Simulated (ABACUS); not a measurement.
PtS2:

```
Pt S
1.0
     3.54320    0.00000    0.00000
    -1.77160    3.06850    0.00000
     0.00000    0.00000    5.03880
Pt S
1 2
Direct
  0.00000 0.00000 0.00000
  0.66667 0.33333 0.77300
  0.33333 0.66667 0.22700
```

```yaml
Program: ABACUS 3.10.1
Task: single point
Functional: PBEsol
Potentials_or_basis: PseudoDojo NC SR 0.4.1 PBEsol standard
Cutoff: 1143 eV
Density_cutoff: 4572 eV
Basis: plane waves
k_mesh: 9 × 9 × 5
Occupations: fermi-dirac, width 0.05 eV
Spin: no spin polarisation
```

On this cell: pressure 6.2 GPa; largest force 0.935 eV/Å; band gap on the k mesh 0.95 eV, indirect (least direct gap 0.99 eV).

The same run follows on a disturbed copy (atoms moved at random, drawn with an rms of 0.05 Å):

```
CELL_PARAMETERS angstrom
3.54320 0.00000 0.00000
-1.77160 3.06850 0.00000
0.00000 0.00000 5.03880
ATOMIC_POSITIONS crystal
Pt 0.99943 0.99349 0.01005
S 0.66718 0.33107 0.77169
S 0.33506 0.67148 0.23435
```

What changes?

The energy moves by -4.5 meV/atom; pressure 4.4 GPa; largest force 1.090 eV/Å; band gap on the k mesh 0.82 eV, indirect (least direct gap 0.95 eV).

Forces in eV/Å, atoms in the order of the input:
```
Pt  -0.162  0.462 -0.723
S    0.020 -0.087 -0.291
S    0.142 -0.375  1.013
```

Stress tensor (GPa, compression positive):
```
 5.27 -0.23  0.38
-0.23  4.17 -0.87
 0.38 -0.87  3.86
```

Caveats: spin-orbit coupling is left out, which moves the levels of the heavy elements; an odd mesh through Γ misses points on the zone boundary, where band edges often lie.
